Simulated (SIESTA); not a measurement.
The system is Si2Ni.

```
Ni Si
1.0
     0.00000    2.70300    2.70300
     2.70300    0.00000    2.70300
     2.70300    2.70300    0.00000
Ni Si
1 2
Cartesian
  0.0000 0.0000 0.0000
  4.0545 4.0545 4.0545
  1.3515 1.3515 1.3515
```

Base run:

| Property | Result |
| --- | --- |
| Program | SIESTA 5.4.2 |
| Functional | PBE |
| Potentials or basis | PseudoDojo 0.4 standard (PBE files) |
| Basis | DZP (energy shift 0.003 Ry; two zetas on semicore shells) |
| Grid cutoff | 800 Ry |
| Energy shift | 0.003 Ry |
| k mesh | 9 × 9 × 9 |
| Occupations | fermi-dirac, width 0.05 eV |
| Spin | collinear spin, ferromagnetic start |
| Starting moments | [1.0, 0.0, 0.0] μB |
| Fixed moment | 1 μB |

Its results: pressure 7.6 GPa.

The run is repeated on the same cell with these changes: fixed moment from 1 μB to 0 μB. What comes out?

Pressure 3.9 GPa.

Caveats: short orbitals over semicore shells can move pressures by several GPa; the basis of atomic orbitals isn't converged, which shifts pressures, moduli and gaps; the total moment is fixed, so each spin has its own Fermi level.
